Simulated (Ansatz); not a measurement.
Br: ab initio molecular dynamics

Computed with DFT PBE+D3(BJ), scalar-relativistic, plane waves, PAW in Ansatz. The runs took a 420 eV cutoff, a shifted (0.5, 0.5, 0.5 steps) 2×2×2 mesh and Fermi–Dirac smearing (0.05 eV). The mesh is coarse. No spin polarisation.

16 atoms, starting at 1.00 times the perfect crystal's volume (space group Immm, not the usual structure, the cell as given, not relaxed at this level); Nosé–Hoover thermostat at 200 K, fixed cell; 37 steps of 6 fs. The run is short and not equilibrated. The crystal has no gap, and so coarse a mesh can leave errors of tens of meV/atom and of a GPa or more. The time step is on the long side.

First frame:

```
Br
1.0
     5.14707   -6.87999    0.00000
     5.14707    6.87999    0.00000
    -5.14707    0.00000    7.15598
Br
16
Direct
  0.75000 0.00000 0.50000
  0.50000 0.00000 0.00000
  0.75000 0.25000 0.00000
  0.25000 0.00000 0.50000
  0.00000 0.00000 0.00000
  0.50000 0.25000 0.50000
  0.25000 0.25000 0.00000
  0.75000 0.50000 0.50000
  0.50000 0.50000 0.00000
  0.75000 0.75000 0.00000
  0.00000 0.25000 0.50000
  0.25000 0.50000 0.50000
  0.00000 0.50000 0.00000
  0.50000 0.75000 0.50000
  0.25000 0.75000 0.00000
  0.00000 0.75000 0.50000
```

```yaml
Mean_temperature_over_the_second_half: 101 K
Mean_pressure_over_the_second_half_kinetic_part_included: -0.6 GPa
Mean_potential_energy_above_the_perfect_crystal_as_given_at_volume_ratio_1;_the_free_energy_holds_the_electrons'_entropy: 20 meV/atom
Drift_of_the_conserved_energy_over_the_run: 0.045 meV/atom
Mean-square_drift_of_Br_from_first_to_last_step_mean_shift_of_all_atoms_removed: 0.08 Å²
```

Pair distribution functions g(r), second half of the run, up to half the cell's height:

| r (Å) | Br-Br |
| --- | --- |
| 2.45 | 0.0 |
| 2.55 | 4.6 |
| 2.65 | 2.9 |
| 2.75 | 0.0 |
| 2.85 | 0.0 |
| 2.95 | 0.0 |
| 3.05 | 0.0 |
| 3.15 | 0.0 |
| 3.25 | 0.8 |
| 3.35 | 0.7 |
| 3.45 | 1.3 |

Along the run (potential energy from its first value; pressure with the kinetic part):

| t (fs) | T (K) | ΔE_pot (meV/atom) | P (GPa) |
| --- | --- | --- | --- |
| 0.0 | 200 | 0.0 | -0.6 |
| 6.0 | 198 | 0.2 | -0.6 |
| 12.0 | 193 | 0.8 | -0.6 |
| 18.0 | 186 | 1.8 | -0.5 |
| 24.0 | 176 | 3.0 | -0.5 |
| 30.0 | 166 | 4.3 | -0.5 |
| 36.0 | 156 | 5.5 | -0.5 |
| 42.0 | 146 | 6.7 | -0.5 |
| 48.0 | 139 | 7.8 | -0.5 |
| 54.0 | 133 | 8.6 | -0.5 |
| 60.0 | 129 | 9.3 | -0.5 |
| 66.0 | 126 | 9.9 | -0.5 |
| 72.0 | 123 | 10.5 | -0.5 |
| 78.0 | 121 | 11.1 | -0.6 |
| 84.0 | 118 | 11.9 | -0.6 |
| 90.0 | 114 | 12.7 | -0.6 |
| 96.0 | 110 | 13.7 | -0.6 |
| 102.0 | 105 | 14.8 | -0.6 |
| 108.0 | 99 | 16.0 | -0.6 |
| 114.0 | 94 | 17.2 | -0.5 |
| 120.0 | 88 | 18.4 | -0.5 |
| 126.0 | 83 | 19.5 | -0.5 |
| 132.0 | 79 | 20.5 | -0.5 |
| 138.0 | 77 | 21.2 | -0.5 |
| 144.0 | 77 | 21.7 | -0.5 |
| 150.0 | 78 | 22.0 | -0.5 |
| 156.0 | 81 | 22.0 | -0.6 |
| 162.0 | 85 | 21.9 | -0.6 |
| 168.0 | 91 | 21.5 | -0.6 |
| 174.0 | 97 | 21.2 | -0.6 |
| 180.0 | 104 | 20.7 | -0.6 |
| 186.0 | 110 | 20.3 | -0.6 |
| 192.0 | 116 | 20.0 | -0.6 |
| 198.0 | 122 | 19.7 | -0.6 |
| 204.0 | 127 | 19.5 | -0.6 |
| 210.0 | 132 | 19.4 | -0.6 |
| 216.0 | 137 | 19.2 | -0.6 |
| 222.0 | 143 | 18.9 | -0.6 |

Cost: 1 run of about 10 core-minutes (earlier runs that led there not counted), on Arm Neoverse N1 (shared hosts).